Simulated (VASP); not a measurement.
# GaCo: Co into a neighbouring Co vacancy, part 2 of 5

Wanted: the minimum-energy path in GaCo for this move: Co into a neighbouring Co vacancy. The start is a cell from a database of measured crystal structures.

VASP 6.6.1, plane waves and PAW; the level of theory is named at each step.

So far. Step 2 (Relax the host): The run ended after 3 ionic steps, 0.075 eV below its first step, once forces and stress met EDIFFG = -0.02. The relaxed cell has a = 2.810 Å (conventional setting).

### 3. Relax the host again, on a new basis

Level of this step: LDA, spin-polarised from a ferromagnetic start (one magnetic atom a cell); plane waves and PAW (Ga, Co) (VASP).

The volume changed by more than 5 %, so the plane waves of the start no longer fit; a second relaxation removes that error.

Contents of INCAR:

```
SYSTEM = GaCo
PREC = Accurate
ENCUT = 350
EDIFF = 1E-06
NELM = 120
ISMEAR = 1
SIGMA = 0.15
LREAL = .FALSE.
ALGO = Normal
GGA = CA
NBANDS = 15
ISPIN = 2
MAGMOM = 0 2
LASPH = .TRUE.
LMAXMIX = 4
LORBIT = 11
LWAVE = .FALSE.
LCHARG = .FALSE.
KPAR = 6
IBRION = 2
NSW = 30
ISIF = 3
EDIFFG = -0.02
POTIM = 0.4
```

Contents of POSCAR:

```
GaCo
1.0
    2.8097139552      0.0000000000      0.0000000000
    0.0000000000      2.8097139552      0.0000000000
    0.0000000000      0.0000000000      2.8097139552
Ga Co
1 1
Direct
    0.5000000000      0.5000000000      0.5000000000
    0.0000000000      0.0000000000      0.0000000000
```

Contents of KPOINTS:

```
Automatic mesh
0
Gamma
12 12 12
0 0 0
```

Potentials, in the order of the species: Ga and Co (LDA family, release 64).

Command:

```
$ mpirun -np 6 vasp_std
```

Log:

```text
[banner, memory and clock lines left out]
running    6 mpi-ranks, on    1 nodes
 distrk:  each k-point on    1 cores,    6 groups
 distr:  one band on    1 cores,    1 groups

 POSCAR found type information on POSCAR GaCo
 POSCAR found :  2 types and       2 ions
 [... a notice as in an earlier step ...]

 LDA part: xc-table for (Slater(with rela. corr.)+CA(PZ))
 , standard interpolation
 POSCAR, INCAR and KPOINTS ok, starting setup
 FFT: planning ... GRIDC
 FFT: planning ... GRID_SOFT
 FFT: planning ... GRID
 WAVECAR not read
 entering main loop
       N       E                     dE             d eps       ncg     rms          rms(c)
DAV:   1     0.299733092245E+02    0.29973E+02   -0.39386E+03  5327   0.630E+02
DAV:   2    -0.122307305283E+02   -0.42204E+02   -0.38393E+02  5775   0.140E+02
DAV:   3    -0.133429049297E+02   -0.11122E+01   -0.11069E+01  6314   0.255E+01
DAV:   4    -0.133529183414E+02   -0.10013E-01   -0.10011E-01  6279   0.216E+00
DAV:   5    -0.133531591991E+02   -0.24086E-03   -0.24086E-03  6486   0.328E-01    0.118E+01
DAV:   6    -0.143044339574E+02   -0.95127E+00   -0.22490E+01  6034   0.570E+01    0.108E+01
DAV:   7    -0.126503460090E+02    0.16541E+01   -0.11707E+01  6083   0.366E+01    0.311E+00
DAV:   8    -0.126088015052E+02    0.41545E-01   -0.16869E-01  5870   0.324E+00    0.101E+00
DAV:   9    -0.125987143083E+02    0.10087E-01   -0.10746E-02  6667   0.824E-01    0.570E-01
DAV:  10    -0.125977884097E+02    0.92590E-03   -0.24609E-04  5845   0.105E-01    0.165E-01
DAV:  11    -0.125976357073E+02    0.15270E-03   -0.11817E-04  5908   0.788E-02    0.801E-02
DAV:  12    -0.125976439955E+02   -0.82881E-05   -0.44634E-05  6511   0.628E-02    0.170E-02
DAV:  13    -0.125976434601E+02    0.53533E-06   -0.10696E-06  3591   0.807E-03
   1 F= -.12597643E+02 E0= -.12597794E+02  d E =-.125976E+02  mag=     0.0005
 curvature:   0.00 expect dE= 0.000E+00 dE for cont linesearch  0.000E+00
 trial: gam= 0.00000 g(F)=  0.000E+00 g(S)=  0.127E-06 ort = 0.000E+00 (trialstep = 0.100E+01)
 search vector abs. value=  0.127E-06
 reached required accuracy - stopping structural energy minimisation
```

The job ended after 4.2 s (6 MPI ranks of AMD EPYC 9R45, shared host; peak memory 0.69 GiB; 22 s of CPU time).

OUTCAR, selected parts (step 3):

```text
  LATTYP: Found a simple cubic cell.
 ALAT       =     2.8097139552

The static configuration has the point symmetry O_h .

 Found     84 irreducible k-points:

   k-points           NKPTS =     84   k-points in BZ     NKDIM =     84   number of bands    NBANDS=     15

   ENCUT  =  350.0 eV  25.72 Ry    5.07 a.u.   4.29  4.29  4.29*2*pi/ulx,y,z

   NELECT =      12.0000    total number of electrons

 E-fermi :   8.5033

 spin component 1
 k-point     1 :       0.0000    0.0000    0.0000
  band No.  band energies     occupation
    ...
      2       5.5944      1.00000
      3       5.5944      1.00000
      4       7.6909      1.00000
      5       7.6909      1.00000
      6       7.6909      1.00000
      7      13.9446      0.00000
      8      13.9446      0.00000
      9      13.9446      0.00000
     10      20.1010      0.00000
     11      20.1010      0.00000
    ...

 k-point     2 :       0.0833    0.0000    0.0000
  band No.  band energies     occupation
    ...
      2       5.5716      1.00000
      3       5.6108      1.00000
      4       7.5914      1.00000
      5       7.5914      1.00000
      6       7.6909      1.00000
      7      12.9659      0.00000
      8      14.1990      0.00000
      9      14.1990      0.00000
     10      20.1178      0.00000
     11      20.7337      0.00000
    ...

 k-point     3 :       0.1667    0.0000    0.0000
  band No.  band energies     occupation
    ...
      2       5.4259      1.00000
      3       5.6558      1.00000
      4       7.3433      1.00000
      5       7.3433      1.00000
      6       7.6911      1.00000
      7      11.1615     -0.00000
      8      14.9107      0.00000
      9      14.9107      0.00000
     10      20.1674      0.00000
     11      21.2856      0.00000
    ...

 k-point     4 :       0.2500    0.0000    0.0000
  band No.  band energies     occupation
    ...
      2       4.9066      1.00000
      3       5.7189      1.00000
      4       7.0476      1.00000
      5       7.0476      1.00000
      6       7.6914      1.00000
      7       9.6497     -0.00000
      8      15.9764      0.00000
      9      15.9764      0.00000
     10      20.2480      0.00000
     11      21.6402      0.00000
    ...

  Total        0.0014813      0.0014813      0.0014813      0.0000000      0.0000000     -0.0000000
  in kB        0.1069946      0.1069946      0.1069946      0.0000000      0.0000000     -0.0000000
  external PRESSURE =       0.1069946 kB  Pullay stress =       0.0000000 kB

  energy-cutoff  :      350.00
  volume of cell :       22.18
      direct lattice vectors                 reciprocal lattice vectors
     2.809713955  0.000000000  0.000000000     0.355908116  0.000000000  0.000000000
     0.000000000  2.809713955  0.000000000     0.000000000  0.355908116  0.000000000
     0.000000000  0.000000000  2.809713955     0.000000000  0.000000000  0.355908116

 POSITION                                       TOTAL-FORCE (eV/Angst)
 -----------------------------------------------------------------------------------
      1.40486      1.40486      1.40486         0.000000      0.000000      0.000000
      0.00000      0.00000      0.00000         0.000000      0.000000      0.000000
 -----------------------------------------------------------------------------------
    total drift:                                0.000000     -0.000000     -0.000000

  FREE ENERGIE OF THE ION-ELECTRON SYSTEM (eV)
  ---------------------------------------------------
  free  energy   TOTEN  =       -12.5976434601 eV

  energy  without entropy=      -12.5980943873  energy(sigma->0) =      -12.59779377

 total charge
# of ion       s       p       d       tot
------------------------------------------
    1        1.104   1.479   0.267   2.851
    2        0.410   0.499   7.580   8.489
--------------------------------------------------
tot          1.514   1.979   7.847  11.340

 magnetization (x)
# of ion       s       p       d       tot
------------------------------------------
    1       -0.000  -0.000  -0.000  -0.000
    2        0.000  -0.000   0.001   0.001
--------------------------------------------------
tot         -0.000  -0.000   0.001   0.001

[... 3 parts as in an earlier step ...]

[... 11 further parts left out ...]
```

CONTCAR:

```
GaCo
   1.00000000000000
     2.8097139551999999    0.0000000000000000    0.0000000000000000
     0.0000000000000000    2.8097139551999999    0.0000000000000000
     0.0000000000000000    0.0000000000000000    2.8097139551999999
  Ga              Co
     1     1
Direct
     0.5000000000000000    0.5000000000000000    0.5000000000000000
     0.0000000000000000    0.0000000000000000    0.0000000000000000
```

Little changed from the start: no atom moved by 0.005 Å and no cell edge by 0.1 %.

This step gave:

```yaml
electronic_cycles: 13
fermi_energy: 8.503 eV
moment_of_the_cell_from_the_last_line_of_the_log: 0 μB
```

The start already met the threshold, so nothing moved.

(Part 2 of 5 ends here.)

[Lines on the potential files, build, host, timing and source positions are cut from VASP's logs without a mark.]

[Logs are printed without paths, hosts, clocks, repeated set-up lines and the standing remarks that a program may print on its own settings, such as how far it seeks lower states.]

[Hosts, paths, dates, database ids (printed as entryN), source tags and the programs' standing remarks are cut or masked in the printed files.]

[Runs that stopped without an error message from VASP are left out.]
